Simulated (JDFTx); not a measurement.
Crystal: Nb.

```
CELL_PARAMETERS angstrom
-1.66395 1.66395 1.66395
1.66395 -1.66395 1.66395
1.66395 1.66395 -1.66395
ATOMIC_POSITIONS crystal
Nb 0.00000 0.00000 0.00000
```

```yaml
Program: JDFTx 1.7.0 (patched build)
Task: single point
Functional: PBE
Potentials_or_basis: PseudoDojo-SR-PBE-0.5-standard with smoothed tails
Cutoff: 1116 eV
Density_cutoff: 4463 eV
k_mesh: 11 × 11 × 11
Occupations: fermi-dirac, width 0.05 eV
Spin: no spin polarisation
```

On this cell: pressure -1.9 GPa; band gap on the k mesh none (metal or under the smearing width).

The same run follows on a disturbed copy (cell strained at random at fixed volume):

```xyz
1
Lattice="-1.6548 1.6619 1.6631 1.6119 -1.6698 1.6281 1.7028 1.7178 -1.6710" Properties=species:S:1:pos:R:3 pbc="T T T"
Nb    0.0014    0.0170   -0.0261
```

Task: What changes?

Result: The energy (extrapolated to zero smearing) moves by +3.5 meV/atom; pressure -2.0 GPa; band gap on the k mesh none (metal or under the smearing width).

Stress tensor (GPa, compression positive):
```
-1.61 -0.70  0.42
-0.70 -3.45  0.20
 0.42  0.20 -0.95
```
